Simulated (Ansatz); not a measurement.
## Co: equation of state with PBE0

Co:

```
CELL_PARAMETERS angstrom
2.47200 0.00000 0.00000
-1.23600 2.14081 0.00000
0.00000 0.00000 4.02114
ATOMIC_POSITIONS crystal
Co 0.66667 0.33333 0.75000
Co 0.33333 0.66667 0.25000
```

- Program: Ansatz 0.2.0
- Task: equation of state
- Functional: PBE0
- Potentials or basis: Ansatz PAW
- Cutoff: 420 eV
- Density cutoff: 1680 eV
- k mesh: 8 × 8 × 4
- Occupations: fermi-dirac, width 0.05 eV
- Spin: collinear spin, ferromagnetic start
- Starting moments: [2.0, 2.0] μB

The equilibrium volume is 10.62 Å³/atom (rough: see the caveat). The bulk modulus at fixed shape and positions is 232 GPa (rough).

Energy against volume, from the lowest point:
```tsv
volume (Å³/atom)	energy (meV/atom)
10.002	37.54
10.215	13.20
10.427	2.38
10.640	0.00
10.853	1.17
11.066	9.42
11.279	17.75
```

All runs of the series together: 8.9 min on 2 threads of AMD EPYC 7R13 Processor (Zen 3), with other jobs on the host.

Caveat: the k mesh is coarse (spacing up to 0.39 Å⁻¹), so the values aren't converged, least of all with exact exchange; the magnetic or orbital state may not be the lowest; the fit is doubtful: noisy points or a state that changes with volume; the cell was scaled at fixed shape and fractional positions, which overstates the stiffness of a crystal with free parameters, most of all of layers and chains; the PAW data sets were made with another functional, which shifts forces and pressure a little.
